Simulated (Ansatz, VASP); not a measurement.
Cu: VASP beside Ansatz

INCAR

```
PREC = Accurate
ENCUT = 600
EDIFF = 1E-6
ISMEAR = -1
SIGMA = 0.05
LREAL = F
LASPH = T
NELM = 100
ALGO = Normal
ISIF = 3
LWAVE = F
LCHARG = F
GGA = PS
IBRION = 2
NSW = 80
EDIFFG = -0.01
```

Contents of KPOINTS:

```
regular mesh
0
Gamma
  15 15 15
```

File POSCAR:

```
Cu
1.0
   -1.4427930000      1.4427930000      1.3760810000
    1.4427930000     -1.4427930000      1.3760810000
    1.4427930000      1.4427930000     -1.3760810000
Cu
1
Direct
    0.0000000000      0.0000000000      0.0000000000
```

Input for Ansatz:

```yaml
crystal:
  lattice:
    - [-1.442793, 1.442793, 1.376081]
    - [1.442793, -1.442793, 1.376081]
    - [1.442793, 1.442793, -1.376081]
  atoms:
    - { symbol: Cu, position: [0.0, 0.0, 0.0] }
kpoints:
  mp_grid:
    grid: [15, 15, 15]
hamiltonian:
  xc: pbesol
  dispersion: none
scf:
  occupations:
    method: fermi_dirac
    width: 0.05
relax:
  f_tol: 0.01
  max_steps: 60
  cell: {}
```

This isn't the form of Cu at room conditions, which is fcc.

Alike in both runs: task relaxation of cell and atoms; functional PBEsol; k mesh 15 × 15 × 15; occupations fermi-dirac, width 0.05 eV; no spin polarisation.

```csv
,VASP,Ansatz
version,VASP 6.6.1,Ansatz 0.2.0
potentials or method,"VASP PAW PBE potentials, release 64 (Cu)","plane waves, PAW"
plane-wave cutoff (eV),600,420
valence electrons in the cell,11,19
```

|  | VASP | Ansatz | Ansatz less VASP |
| --- | --- | --- | --- |
| relaxed volume (Å³/atom) | 11.41 | 11.36 | -0.055 |
| relaxed cell length with the largest relative difference (Å) | 2.458 | 2.454 | -0.0039 |

The two sets of potentials don't hold the same shells in valence.

Caveats: the PAW data sets were made with another functional, which shifts forces and pressure a little (VASP).
